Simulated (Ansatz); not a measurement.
## TiC: equation of state with BPBE

Crystal: TiC.

```xyz
2
Lattice="0.0000 2.1657 2.1657 2.1657 0.0000 2.1657 2.1657 2.1657 0.0000" Properties=species:S:1:pos:R:3 pbc="T T T"
Ti    0.0000    0.0000    0.0000
C     2.1657    2.1657    2.1657
```

The cell is a database's computed one.

- Program: Ansatz 0.2.0
- Task: equation of state
- Functional: BPBE
- Potentials or basis: Ansatz PAW
- Cutoff: 420 eV
- Density cutoff: 1680 eV
- k mesh: 11 × 11 × 11
- Occupations: fermi-dirac, width 0.05 eV
- Spin: no spin polarisation

```json
{
  "Equilibrium volume": "10.17 Å³/atom",
  "Bulk modulus": "250 GPa",
  "Pressure derivative of the bulk modulus": "4.0"
}
```

Energy against volume, from the lowest point:
| volume (Å³/atom) | energy (meV/atom) |
| --- | --- |
| 9.548 | 33.00 |
| 9.752 | 14.42 |
| 9.955 | 3.68 |
| 10.158 | 0.00 |
| 10.361 | 2.65 |
| 10.564 | 11.11 |
| 10.767 | 24.78 |

All runs of the series together: 4.1 s on 2 threads of Arm Neoverse V2, on a shared host.

Caveat: the potentials were made for another functional, which shifts forces and pressure.
